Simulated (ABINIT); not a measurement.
Input of an ABINIT 10.8.3 (patched build) run:

run.abi

```
# Datasets: ground state, then fixed potential
ndtset 2

# Pseudopotentials
pp_dirpath "./"
pseudos "Pb.GGA_PBE-JTH_sp.xml, Te.GGA_PBE-JTH.xml"

# Structure
acell 3*1.0 Angstrom
rprim
     0.0000000000     3.2310000000     3.2310000000
     3.2310000000     0.0000000000     3.2310000000
     3.2310000000     3.2310000000     0.0000000000
ntypat 2
znucl 82 52
natom 2
typat 1 2
xred
     0.0000000000     0.0000000000     0.0000000000
     0.5000000000     0.5000000000     0.5000000000

# Plane-wave basis
ecut 408.170794 eV
pawecutdg 30.0

# Exchange and correlation
ixc 27

# Bands and occupations
occopt 3
tsmear 0.00183747

# SCF cycle
nstep 100

# Output
iomode 3
prtwf 0
prteig 0
prtebands 0
enunit 1
prtden1 1

# Dataset 1
kptopt1 1
ngkpt1 7 7 7
nshiftk1 1
shiftk1 0.0 0.0 0.0
nband1 9
tolvrs1 1.0e-9

# Dataset 2: bands along G-X-W-K-G-L-U-W-L-K
iscf2 -2
getden2 1
nband2 13
nbdbuf2 2
tolwfr2 1.0e-12
kptopt2 -9
ndivsm2 6
prteig2 1
prtvol2 -3
kptbounds2
     0.0000000000     0.0000000000     0.0000000000
     0.5000000000     0.0000000000     0.5000000000
     0.5000000000     0.2500000000     0.7500000000
     0.3750000000     0.3750000000     0.7500000000
     0.0000000000     0.0000000000     0.0000000000
     0.5000000000     0.5000000000     0.5000000000
     0.6250000000     0.2500000000     0.6250000000
     0.5000000000     0.2500000000     0.7500000000
     0.5000000000     0.5000000000     0.5000000000
     0.3750000000     0.3750000000     0.7500000000
```

Potentials or basis: JTH PAW PBE v2.0 sp.

Command:

```sh
$ abinit run.abi > log 2>&1
```

Problem. Estimate the band gap along the path.

Solution. 1.03 eV, direct.

Problem. Predict the pressure.

Solution. 4.0 GPa.

Levels at the corners of the path, in eV from the Fermi level:
| point | band 3 | band 4 | band 5 | band 6 | band 7 | band 8 |
| --- | --- | --- | --- | --- | --- | --- |
| Γ | -1.81 | -1.81 | -1.81 | 3.63 | 3.63 | 3.63 |
| X | -4.80 | -3.20 | -3.20 | 3.22 | 4.94 | 4.94 |
| W | -4.13 | -4.13 | -0.90 | 1.22 | 4.93 | 4.93 |
| K | -4.44 | -2.72 | -2.52 | 3.17 | 3.21 | 4.80 |
| Γ | -1.81 | -1.81 | -1.81 | 3.63 | 3.63 | 3.63 |
| L | -1.39 | -1.39 | -0.55 | 0.47 | 0.83 | 0.83 |
| U | -4.44 | -2.72 | -2.52 | 3.17 | 3.21 | 4.80 |
| W | -4.13 | -4.13 | -0.90 | 1.22 | 4.93 | 4.93 |
| L | -1.39 | -1.39 | -0.55 | 0.47 | 0.83 | 0.83 |
| K | -4.44 | -2.72 | -2.52 | 3.17 | 3.21 | 4.80 |

Caveat: this odd mesh misses L, where the gap lies, so gap, dielectric constants and Born charges aren't listed; the PAW data sets were made with another functional, which shifts forces and pressure a little; spin-orbit coupling is left out, which moves the levels of the heavy elements; this set keeps more shells in the core, which shifts pressures and gaps.

**What was measured.**

A printed reference work, monograph reports, for a bulk crystal of TePb at 4.2 K: band gap 0.19 eV (direct).

Against the measured gap of TePb, 0.19 eV (direct; 4.2 K; a printed reference work, monograph), the calculated 1.03 eV is off by +0.84 eV. Spin-orbit coupling on Pb, Te is left out. The value is that of HCTH407, without temperature or zero-point motion.
